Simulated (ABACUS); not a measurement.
**BAs under changes of volume**

One of the cells (13.626 Å³/atom); the others are scaled copies at fixed shape and fractional positions:

```
CELL_PARAMETERS angstrom
0.00000 2.38850 2.38850
2.38850 0.00000 2.38850
2.38850 2.38850 0.00000
ATOMIC_POSITIONS crystal
As 0.75000 0.75000 0.75000
B 0.00000 0.00000 0.00000
```

```yaml
Program: ABACUS 3.10.1
Functional: PBE
Potentials_or_basis: PseudoDojo NC SR 0.4.1 PBE standard
Cutoff: 1143 eV
Density_cutoff: 4572 eV
Basis: plane waves
k_mesh: 10 × 10 × 10
Occupations: fermi-dirac, width 0.05 eV
Spin: no spin polarisation
```

| volume (Å³/atom) | energy over the lowest point (meV/atom) | pressure (GPa) | gap on the mesh (eV) |
| --- | --- | --- | --- |
| 12.809 | 40.58 | 12.7 | 1.13 |
| 13.081 | 22.09 | 9.0 | 1.15 |
| 13.354 | 9.53 | 5.7 | 1.18 |
| 13.626 | 2.34 | 2.7 | 1.20 |
| 13.899 | 0.00 | 0.0 | 1.22 |
| 14.171 | 2.05 | -2.5 | 1.23 |
| 14.444 | ? | ? | ? |

What does the run at 14.444 Å³/atom give?

Energy over the lowest point 8.06 meV/atom; pressure -4.7 GPa; gap on the mesh 1.25 eV.

Worked out: A Birch-Murnaghan fit of order 3 (a polynomial in V^(-2/3)) to the other rows has its minimum at 13.90 Å³/atom with B0 = V·E''(V) = 131 GPa and B' = 4.2. It gives 8.07 meV/atom at 14.444 Å³/atom, against the run's 8.06, and -dE/dV = -4.6 GPa, against -4.7. A straight line through the other rows of the gap, of slope 1.03 eV per unit of ln V, extrapolates to 1.26 eV, against the run's 1.25.

Energies are extrapolated to zero smearing.

A mesh can miss the band edges. Spin-orbit coupling on As is left out.
